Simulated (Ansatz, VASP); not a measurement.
**One calculation of Ni, two programs**

```
CELL_PARAMETERS angstrom
0.00000 1.73757 1.66807
1.73757 0.00000 1.66807
1.73757 1.73757 0.00000
ATOMIC_POSITIONS crystal
Ni 0.00000 0.00000 0.00000
```

Alike in both runs: task single point; functional PBEsol; k mesh 11 × 11 × 11; occupations fermi-dirac, width 0.05 eV; collinear spin.

|  | VASP | Ansatz |
| --- | --- | --- |
| version | VASP 6.6.1 | Ansatz 0.2.0 |
| potentials or method | VASP PAW PBE potentials, release 64 (Ni) | Ansatz PAW |
| plane-wave cutoff (eV) | 520 | 420 |
| valence electrons in the cell | 10 | 18 |

```tsv
	VASP	Ansatz	Ansatz less VASP
gap on the k mesh at the Fermi level (eV)	none	none	-
pressure (GPa)	7.2	7.3	+0.18
largest component of the traceless stress (GPa)	3.60	3.82	+0.221
net moment per atom (μB)	0.57	0.57	+0.002
size of the moment on the site where the two differ most (μB)	0.57	0.61	+0.033
```

Site moments also hang on the region over which each program counts them. A gap of «none» marks a metal or a gap that the smearing closes. The two sets of potentials don't hold the same shells in valence.

Caveats: the PAW data sets were made with another functional, which shifts forces and pressure a little (VASP); the PAW data sets come from PBE, with cores solved anew for the run's functional, which leaves a small shift of forces and pressure (Ansatz).
